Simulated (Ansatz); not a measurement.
Relaxed bulk Ga:

```cif
data_structure
_symmetry_space_group_name_H-M 'Cmcm'
_symmetry_Int_Tables_number 63
_cell_length_a 2.8032
_cell_length_b 8.0753
_cell_length_c 3.3827
_cell_angle_alpha 90.000
_cell_angle_beta 90.000
_cell_angle_gamma 90.000
_cell_volume 76.57
loop_
_atom_site_label
_atom_site_type_symbol
_atom_site_symmetry_multiplicity
_atom_site_Wyckoff_symbol
_atom_site_fract_x
_atom_site_fract_y
_atom_site_fract_z
_atom_site_occupancy
Ga1 Ga 4 c 0.50000 0.63403 0.25000 1
```

Miller indices refer to the conventional cell of Cmcm (No. 63), a = 2.803 Å, b = 8.075 Å, c = 3.383 Å, α = 90.00°, β = 90.00°, γ = 90.00°.

The (010) slab of 5 planes, 8.1 Å thick with 15 Å of vacuum as cut; outer planes Ga (top) and Ga (bottom).

These are results of DFT PBE, scalar-relativistic, plane waves, PAW (Ansatz), not measurements. Settings: cutoff 420 eV, Γ-centred mesh 12×10×1 on the computed 5-atom cell, Gaussian smearing of 0.10 eV; no spin polarisation. The cell repeats along c with a dipole correction in the vacuum.

The slab's middle planes relax by over 3 % too, so it holds no bulk-like region.

Results for the relaxed slab:

| Quantity | Value |
| --- | --- |
| Surface energy (mean of both faces) | 0.56 J/m² |
| Work function | 4.27 eV (top), 4.32 eV (bottom) |

Relaxation lowers the energy by 0.020 J/m² a face; the largest move is 0.165 Å.

```tsv
plane (bottom to top)	atoms	spacing to next, bulk (Å)	relaxed (Å)	change (%)
1	Ga	1.873	1.984	+5.9
2	Ga	2.165	2.219	+2.5
3	Ga	1.873	1.962	+4.7
4	Ga	2.165	2.204	+1.8
5	Ga
```

The reference crystal is a form of Ga, which isn't its usual structure.